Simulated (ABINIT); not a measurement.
The system is ZrC.

```xyz
2
Lattice="0.0000 2.3650 2.3650 2.3650 0.0000 2.3650 2.3650 2.3650 0.0000" Properties=species:S:1:pos:R:3 pbc="T T T"
Zr    2.3650    2.3650    2.3650
C     0.0000    0.0000    0.0000
```

Program: ABINIT 10.8.3 (patched build). Alike in all runs: cell as given; smearing fermi-dirac 0.05 eV.

Order these runs on this cell by their pressure, lowest first.
A. level PBEsol; potentials or basis JTH PAW PBE v2.0; spin off; k mesh 10 × 10 × 10; cutoff (eV) 544; fine-grid cutoff 1088.46 eV; mesh quality not flagged
B. level r2SCAN; potentials or basis JTH PAW PBE v2.0; spin off; k mesh 4 × 4 × 4; cutoff (eV) 653; fine-grid cutoff 1251.72 eV; mesh quality coarse
C. level SOGGA; potentials or basis JTH PAW PBE v2.0; spin SOC, no magnetisation; k mesh 10 × 10 × 10; cutoff (eV) 544; fine-grid cutoff 1088.46 eV; mesh quality not flagged
D. level LDA; potentials or basis JTH PAW LDA v2.0; spin off; k mesh 6 × 6 × 6; cutoff (eV) 544; fine-grid cutoff 1088.46 eV; mesh quality coarse

D (-12.6 GPa), C (-10.3 GPa), A (-8.7 GPa), B (-2.3 GPa).

Caveats: some runs use coarse meshes; the PAW data sets were made with another functional, which shifts forces and pressure a little (some runs).
